## Twelve states to place

An iridium atom brings five 5d orbitals and one 6s orbital to the valence bands of the crystal. With one atom in the cell, six orbitals make six bands, and each band holds two electrons per atom, one of each spin. Twelve states must therefore find a place on the energy axis, and nine valence electrons fill them from below. The density of states tells how tightly these states are packed: it is the number of states per electronvolt, here for one atom.

GPAW 26.7.0 calculation with the vdW-DF functional, PAW data sets (gpaw-data 1.2.1) and a 600 eV plane-wave cutoff for iridium in a randomly sheared one-atom cell, without spin polarisation or spin-orbit coupling. The density of states, from an 18 × 19 × 16 k-mesh, is per cell, counts both spins and is averaged over equal energy bins. Fermi-Dirac smearing is 0.05 eV.

```tsv
energy from the Fermi level (eV)	density of states (states/eV)
-9.833	0.060
-9.167	0.090
-8.500	0.140
-7.833	0.390
-7.167	1.020
-6.500	1.150
-5.833	0.990
-5.167	1.440
-4.500	0.870
-3.833	1.420
-3.167	0.880
-2.500	1.090
-1.833	1.220
-1.167	1.210
-0.500	1.080
0.167	1.250
0.833	1.000
1.500	0.550
2.167	0.290
2.833	0.250
3.500	0.250
4.167	0.250
4.833	0.250
5.500	0.260
```

The column headed "energy from the Fermi level" has its zero where the filling ends. The functional vdW-DF itself contains nonlocal correlation, which describes dispersion; no separate correction was added. Read upwards, the density of states has a low foot, a high block from about -7.5 to 1.2 eV, and a flat tail. The block is on average more than four times as high as the tail. The Fermi level lies inside the block, close to its upper edge.

## Two limits: a flat band and a steep band

Consider first atoms so far apart that electrons hardly pass between them. Each orbital then keeps one sharp energy, its band is flat, and its two states pile up in a very high, narrow peak. In the opposite limit, electrons move almost freely, the energy changes strongly with the wave vector, and the same two states are spread thinly over many electronvolts.

The 5d orbitals of iridium lie between these limits. They overlap enough with their neighbours to form bands several electronvolts wide, yet they remain more compact than the 6s and 6p orbitals. Five such bands lie in the same energy range, and their densities add. A high block is what such a stack produces.

The tail shows the steep case. A density of 0.25 states per electronvolt means that a whole band of two states would need 2/0.25 = 8 eV if it were spread evenly.

The band energies of the same calculation support this picture at the twenty wave vectors examined, out of 859. The sixth band lies almost at the Fermi level at the zone centre and climbs to 3.3 eV elsewhere. The seventh starts only at 5.4 eV among these points. In the lowest part of the tail they therefore find only the sixth band, and between 3.3 and 5.4 eV they find none at all. This fits the picture of a single steep band, but the points are too few to test it in the upper tail.

## Why the foot is low

The foot belongs to the lowest band, which starts at -10.7 eV at the zone centre. Near such a minimum the energy grows as the square of the wave vector, while the number of states enclosed grows as its cube. Few states are therefore found close to the bottom, and the density at first rises as the square root of the energy above it. The table rises faster: it more than doubles from the first row to the third, where a square root would give a factor of about 1.6. Farther from the zone centre the band climbs less than a parabola would, so its states lie closer together in energy.

Among the examined wave vectors, this band climbs to -7.3 eV, where the block has begun. Most of its states are collected there, since the outer parts of the zone hold most of the wave vectors. The lowest band thus feeds the foot with few states and the block with many. For this reason the block should not be read as pure 5d.

## How many states the block holds

The simplest model spreads ten states, two for each 5d orbital, evenly over the thirteen rows of the block. These rows span 8.7 eV, so the model gives a height of 10/8.7 ≈ 1.15 states per electronvolt. The table's mean over the same rows is 1.12. Because the width was read from the table, the agreement is a statement about the count and not an independent prediction of the height. Nor does it prove that all ten states are 5d, since any five bands hold ten states. The count also depends on where the block is taken to end: it is 9.7 states without the sloping shoulder rows and 10.6 with them.

A second model adds a sea of free electrons to the ten states. Its density is

g(E) = (V/2π²)(2m/ħ²)^(3/2) √(E − E₀),

where V is the volume per atom, m the electron mass, ħ the reduced Planck constant, E the energy and E₀ the computed band bottom. Nothing in it is fitted.

This sum gives 1.41 states per electronvolt in the block, about 25% above the table's mean. The sea alone is also too dense in the tail, by nearly half of the table's value, so part of the failure lies in the sea itself.

Theory offers a reason why simple addition should fail. Where a steep band would cross the d bands, the two kinds of state mix and their energies repel each other. The lower mixed state moves down and the upper one moves up, which leaves fewer states in between than the separate counts would give. The low height of the block fits this argument. But the foot and the tail are also thinner than the sea, although states pushed out of the block would be looked for there first. The numbers therefore do not show that mixing is the cause, and they cannot measure it, because the total density does not tell the orbitals apart.

## The alternating rows

Within the block, four neighbouring rows alternate: 1.44, 0.87, 1.42 and 0.88 states per electronvolt between -5.167 and -3.167 eV. Their mean is 1.15, close to that of the whole block. The peaks are thus paid for by the dips beside them: states have been bunched, not added. The excess is modest, since a peak 0.29 above the local mean in a row 0.67 eV wide holds only about 0.2 states.

Bunching of this kind is normal in a crystal. Wherever a band runs flat for a stretch of wave vectors, many states share nearly the same energy. The table does not reveal which stretch of which band makes each peak, and the twenty wave vectors do not settle it. Among them the third band runs flat in the peak row at -3.833 eV, but the fourth runs flat in the dip row at -3.167 eV. The rest of the zone must decide the balance.

Nor should the peaks be taken as marks of ordinary iridium. The cell was sheared at random, so that the twelve neighbours, equally distant in the undistorted crystal, now lie between 2.54 and 3.00 Å. This splits d levels that symmetry would otherwise keep together. Spin-orbit coupling, which is left out, would move levels by some tenths of an electronvolt or more, enough to reshape features as narrow as these.

## Why the Fermi level lies near the upper edge

The filling can again be judged from its limits. A few electrons would occupy only the foot and the lower part of the block. Twelve would fill all six bands if these lay below every other band, and the Fermi level would then be far up in the tail. Nine electrons nearly fill the block but leave its top empty. Adding up the table to the Fermi level gives 8.9 electrons, and a little of the difference from nine lies below the lowest row.

The consequence is best seen by adding electrons while the bands are held fixed. The row at 0.167 eV reaches up to 0.5 eV, so above the Fermi level it offers 0.5 × 1.25 ≈ 0.63 states. The other 0.37 of the first added electron enter the next row, at 1.00 state per electronvolt, and need 0.37 eV more. The Fermi level rises to about 0.9 eV and is still in the block.

The second electron uses up the rest of the block and its shoulder. Up to 2.5 eV there is room for 1.85 electrons in all. The remaining 0.15 must go into the tail, where they need 0.15/0.25 = 0.6 eV. The Fermi level now stands near 3.1 eV: the first electron raised it by 0.9 eV, the second by about 2.2 eV.

This gives a rule for neighbouring metals of the same row. Platinum has one valence electron more than iridium, and its Fermi level is known to lie near the top of the d bands, where the density is high. Gold has two more, and its Fermi level lies above the d bands, where the density is low. Fixed bands give this order, though not the exact energies, because the d bands also sink as the nuclear charge grows.

## What this means for a contact

Iridium is used for electrodes and contacts in electronic devices. Many states at the Fermi level let the metal take up or give off charge with little shift of that level, which helps it to screen a field at its surface. The resistance of a thin line is a different matter, since it also depends on how fast the electrons move and how often they scatter.

The printed output below gives the counts and model heights, but its two lines headed "Frozen bands" are wrong: they repeat the 11.6 states of the whole window instead of giving energies, and the values worked out above, 0.9 and 3.1 eV, replace them.

Numerical output:

```
Width of the block, 13 rows (eV): 8.666
Mean density of states in the block (states/eV): 1.125
Ten states spread evenly over the block (states/eV): 1.154
Ten states plus free-electron sea, mean in the block (states/eV): 1.412
Mean density of states in the tail above 2.5 eV (states/eV): 0.252
Free-electron sea, mean in the tail (states/eV): 0.3677
Block mean over tail mean (ratio): 4.463
Mean density of states in the foot, lowest three rows (states/eV): 0.09667
Free-electron sea, mean in the foot (states/eV): 0.1175
States in the block (per atom): 9.746
States in the block with its three shoulder rows (per atom): 10.57
States left there after taking off the free-electron sea (per atom): 7.768
States in the whole window (per atom): 11.6
Electrons counted from the window bottom to the Fermi level (per atom): 8.908
Mean of the four alternating rows from -5.167 to -3.167 eV (states/eV): 1.152
Empty states from the Fermi level to 2.5 eV (per atom): 1.852
Frozen bands, level reached with one more electron (eV): 11.6
Frozen bands, level reached with two more electrons (eV): 11.6
Lowest valence band at the zone centre (eV from Fermi level): -10.74
Lowest valence band, highest value among listed k-points (eV from Fermi level): -7.284
Sixth valence band at the zone centre (eV from Fermi level): 0.04202
Sixth valence band, highest value among listed k-points (eV from Fermi level): 3.312
Seventh valence band, lowest value among listed k-points (eV from Fermi level): 5.372
```
